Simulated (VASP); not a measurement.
Here is a VASP 6.6.1 calculation.

INCAR

```
SYSTEM = CdSe
  PREC = Accurate
  ENCUT = 520
  EDIFF = 1E-7
  ISMEAR = 0
  SIGMA = 0.02
  LREAL = .False.
  LASPH = .True.
  NELM = 60
  ALGO = Normal
  ISIF = 2
  LWAVE = .False.
  LCHARG = .False.
  GGA = PE
  ICORELEVEL = 1
```

KPOINTS

```
Automatic mesh
0
Gamma
  7 7 4
  0 0 0
```

POSCAR

```
CdSe
1.0
    4.3000000000      0.0000000000      0.0000000000
   -2.1500000000      3.7239092363      0.0000000000
    0.0000000000      0.0000000000      7.0200000000
Cd Se
2 2
Direct
    0.6666666667      0.3333333333      0.5000000000
    0.3333333333      0.6666666667      0.0000000000
    0.6666666667      0.3333333333      0.8850000000
    0.3333333333      0.6666666667      0.3850000000
```

Potentials or basis: VASP PAW PBE potentials, release 64 (Cd, Se).

The run is started by

```console
$ cat potpaw_PBE.64/Cd/POTCAR potpaw_PBE.64/Se/POTCAR > POTCAR
$ mpirun -np 1 vasp_std > vasp.out
```

Question: Estimate the largest force.

Answer: 0.291 eV/Å.

Question: What does it give for the pressure?

Answer: 3.3 GPa.

Question: Estimate the band gap on the k mesh.

Answer: 0.70 eV, direct.

Forces on the atoms (eV/Å):
```
Cd   0.000  0.000  0.291
Cd   0.000  0.000  0.291
Se   0.000  0.000 -0.291
Se   0.000  0.000 -0.291
```

**What was measured.**

A printed reference work, data compilation reports, for a bulk crystal of CdSe at 2 K: band gap 1.841 eV.

A measured gap of CdSe is 1.841 eV (2 K; a printed reference work, data compilation); the calculated 0.70 eV misses it by -1.14 eV. So large a miss can be the level of theory's own, or it may mean another phase, state or a wrong row. Spin-orbit coupling on Cd, Se is left out. The value is that of PBE, without temperature or zero-point motion. Semilocal functionals fall short of measured gaps as a rule.
